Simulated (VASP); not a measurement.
All values below come from optB88-vdW, VASP's PBE PAW potentials (set 64) (plane waves; VASP 6.6.1).

The input files of a VASP run:

### INCAR
```
SYSTEM=AlSb
PREC=Accurate; ENCUT=520; LREAL=F
LASPH=T
EDIFF=1E-7; NELM=100; ALGO=Normal
LMAXMIX=4
ISMEAR=0; SIGMA=0.05
GGA=BO; LUSE_VDW=T; AGGAC=0.0
PARAM1=0.1833333333; PARAM2=0.22
ISIF=2
LWAVE=F; LCHARG=F
```

KPOINTS:
```
Automatic mesh
0
Gamma
7 7 7
0 0 0
```

**POSCAR**
```
AlSb
1
    0.0000000000     3.1415989852     3.1415989852
    3.1415989852     0.0000000000     3.1415989852
    3.1415989852     3.1415989852     0.0000000000
Al Sb
1 1
Direct
  0.0000000000   0.0000000000   0.0000000000
  0.2500000000   0.2500000000   0.2500000000
```

POTCAR, in this order: Al Sb (PBE.64 set). Program: vasp_std.

The resulting files:

File OUTCAR:
```
 ion  position               nearest neighbor table
   1  0.000  0.000  0.000-   2 2.72   2 2.72   2 2.72   2 2.72
   2  0.250  0.250  0.250-   1 2.72   1 2.72   1 2.72   1 2.72
  LATTYP: Found a face centered cubic cell.
 ALAT       =     6.2831979704
 Subroutine PRICEL returns:
 Original cell was already a primitive cell.
 Subroutine GETGRP returns: Found 24 space group operations
The static configuration has the point symmetry T_d .
The dynamic configuration has the point symmetry T_d .
 Subroutine INISYM returns: Found 24 space group operations
 Subroutine IBZKPT returns following result:
 Found     20 irreducible k-points:

 Following reciprocal coordinates:
            Coordinates               Weight
  0.000000  0.000000  0.000000      1.000000
  0.142857  0.000000  0.000000      8.000000
  0.285714  0.000000  0.000000      8.000000
  0.428571  0.000000  0.000000      8.000000
  0.142857  0.142857  0.000000      6.000000
  0.285714  0.142857  0.000000     24.000000
  0.428571  0.142857  0.000000     24.000000
 -0.428571  0.142857  0.000000     24.000000
 -0.285714  0.142857  0.000000     24.000000
 -0.142857  0.142857  0.000000     12.000000
  0.285714  0.285714  0.000000      6.000000
  0.428571  0.285714  0.000000     24.000000
 -0.428571  0.285714  0.000000     24.000000
 -0.285714  0.285714  0.000000     12.000000
  0.428571  0.428571  0.000000      6.000000
 -0.428571  0.428571  0.000000     12.000000
  0.428571  0.285714  0.142857     24.000000
 -0.428571  0.285714  0.142857     48.000000
 -0.428571  0.428571  0.142857     24.000000
 -0.285714  0.428571  0.142857     24.000000
   k-points           NKPTS =     20   k-points in BZ     NKDIM =     20   number of bands    NBANDS=      8
   number of dos      NEDOS =    301   number of ions     NIONS =      2
   total plane-waves  NPLWV =  46656
   dimension x,y,z NGX =    36 NGY =   36 NGZ =   36
   dimension x,y,z NGXF=    72 NGYF=   72 NGZF=   72
   ions per type =               1   1
   PREC   = accura    normal or accurate (medium, high low for compatibility)
   ISTART =      0    job   : 0-new  1-cont  2-samecut
   ICHARG =      2    charge: 1-file 2-atom 10-const
   ISPIN  =      1    spin polarized calculation?
   LNONCOLLINEAR =      F non collinear calculations
   LSORBIT =      F    spin-orbit coupling
   INIWAV =      1    electr: 0-lowe 1-rand  2-diag
   ENCUT  =  520.0 eV  38.22 Ry    6.18 a.u.   8.26  8.26  8.26*2*pi/ulx,y,z
   NELM   =    100;   NELMIN=  2; NELMDL= -5     # of ELM steps
   EDIFF  = 0.1E-06   stopping-criterion for ELM
   LREAL  =      F    real-space projection
   NLSPLINE    = F    spline interpolate recip. space projectors
   LMAXMIX     =    4 max onsite mixed and CHGCAR
   VOSKOWN=      0    Vosko Wilk Nusair interpolation
   EDIFFG = 0.1E-05   stopping-criterion for IOM
   NSW    =      0    number of steps for IOM
   NBLOCK =      1;   KBLOCK =      1    inner block; outer block
   IBRION =     -1    ionic relax: 0-MD 1-quasi-New 2-CG
   NFREE  =      0    steps in history (QN), initial steepest desc. (CG)
   ISIF   =      2    stress and relaxation
   ISYM   =      2    0-nonsym 1-usesym 2-fastsym
   TEIN   =    0.0    initial temperature
   TEBEG  =    0.0;   TEEND  =   0.0 temperature during run
   SMASS  =  -3.00    Nose mass-parameter (am)
   PSTRESS=    0.0 pullay stress
   NELECT =       8.0000    total number of electrons
   EFERMI =   0.00;   METHOD = LEGACY
   ISMEAR =     0;   SIGMA  =   0.05  broadening in eV -4-tet -1-fermi 0-gaus
   IALGO  =     38    algorithm
   LDIAG  =      T    sub-space diagonalisation (order eigenvalues)
   IMIX   =      4    mixing-type and parameters
     AMIX     =   0.40;   BMIX     =  1.00
     AMIX_MAG =   1.60;   BMIX_MAG =  1.00
...
```

OSZICAR:
```
       N       E                     dE             d eps       ncg     rms          rms(c)
DAV:   1     0.215323626116E+02    0.21532E+02   -0.28349E+03   320   0.732E+02
DAV:   2    -0.422626489914E+01   -0.25759E+02   -0.24760E+02   400   0.887E+01
DAV:   3    -0.494654459143E+01   -0.72028E+00   -0.72028E+00   424   0.183E+01
DAV:   4    -0.495210782520E+01   -0.55632E-02   -0.55632E-02   456   0.198E+00
DAV:   5    -0.495215997548E+01   -0.52150E-04   -0.52150E-04   440   0.149E-01    0.290E+00
DAV:   6    -0.488736201519E+01    0.64798E-01   -0.14652E-01   336   0.187E+00    0.179E+00
DAV:   7    -0.487410393098E+01    0.13258E-01   -0.11686E-01   384   0.187E+00    0.486E-01
DAV:   8    -0.487478947336E+01   -0.68554E-03   -0.86487E-03   368   0.567E-01    0.994E-02
DAV:   9    -0.487494245668E+01   -0.15298E-03   -0.42005E-04   368   0.165E-01    0.217E-02
DAV:  10    -0.487496399773E+01   -0.21541E-04   -0.31606E-05   408   0.367E-02    0.108E-02
DAV:  11    -0.487497165355E+01   -0.76558E-05   -0.10091E-05   320   0.271E-02    0.474E-03
DAV:  12    -0.487497187736E+01   -0.22381E-06   -0.35033E-07   440   0.418E-03    0.841E-04
DAV:  13    -0.487497194013E+01   -0.62765E-07   -0.20046E-08   200   0.109E-03
   1 F= -.48749719E+01 E0= -.48749719E+01  d E =-.188037E-14
```

OUTCAR:
```
------------------------ aborting loop because EDIFF is reached ----------------------------------------
  FORCE on cell =-STRESS in cart. coord.  units (eV):
  Direction    XX          YY          ZZ          XY          YZ          ZX
  --------------------------------------------------------------------------------------
  Total       -0.5371416     -0.5371416     -0.5371416      0.0000000      0.0000000      0.0000000
  in kB      -13.8776885    -13.8776885    -13.8776885      0.0000000      0.0000000      0.0000000
  external PRESSURE =     -13.8776885 kB  Pullay stress =       0.0000000 kB
  volume of cell :       62.01
      direct lattice vectors                 reciprocal lattice vectors
     0.000000000  3.141598985  3.141598985    -0.159154622  0.159154622  0.159154622
     3.141598985  0.000000000  3.141598985     0.159154622 -0.159154622  0.159154622
     3.141598985  3.141598985  0.000000000     0.159154622  0.159154622 -0.159154622
 POSITION                                       TOTAL-FORCE (eV/Angst)
 -----------------------------------------------------------------------------------
      0.00000      0.00000      0.00000         0.000000      0.000000      0.000000
      1.57080      1.57080      1.57080        -0.000000     -0.000000     -0.000000
 -----------------------------------------------------------------------------------
    total drift:                                0.000000      0.000000      0.000000
  FREE ENERGIE OF THE ION-ELECTRON SYSTEM (eV)
  ---------------------------------------------------
  free  energy   TOTEN  =        -4.8749719401 eV

  energy  without entropy=       -4.8749719401  energy(sigma->0) =       -4.87497194
```
(Selected blocks of OUTCAR.)

The compound is AlSb in the zinc blende structure. This cell is one point of a volume scan, at 1.03 of the reference volume.
